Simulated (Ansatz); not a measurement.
Hg (sc type), DFT, PBE, norm-conserving pseudopotentials, Ansatz's default files, scalar-relativistic (Ansatz 0.2.0), on 1 thread of Arm Neoverse V2 (shared host).

Command: `ansatz run input.yaml --threads 1 --pin off --max-ram 2048MiB --backend cpu --events-out ev --progress --plain --runs-dir out`

```yaml
crystal:
  lattice:
    - [3.1006104641, 0.0, 0.0]
    - [0.0, 3.1006104641, 0.0]
    - [0.0, 0.0, 3.1006104641]
  atoms:
    - { symbol: Hg, position: [0.0, 0.0, 0.0] }
kpoints:
  mp_grid: { grid: [12, 12, 12] }
scf:
  occupations: { method: fermi_dirac, width: 0.08 }
hamiltonian:
  xc: pbe
  pseudopotentials: { kind: nc }
output:
  forces: true
  stress: true
  eigenvalues: true
```

Q: How large is the problem that the program sets up?

A: 84 irreducible k-points, 1839 plane waves at Γ, 14 bands.

Q: About how long does it take?

A: 4.5 s of wall time for 6 SCF iterations. Times on shared machines scatter by tens of per cent.
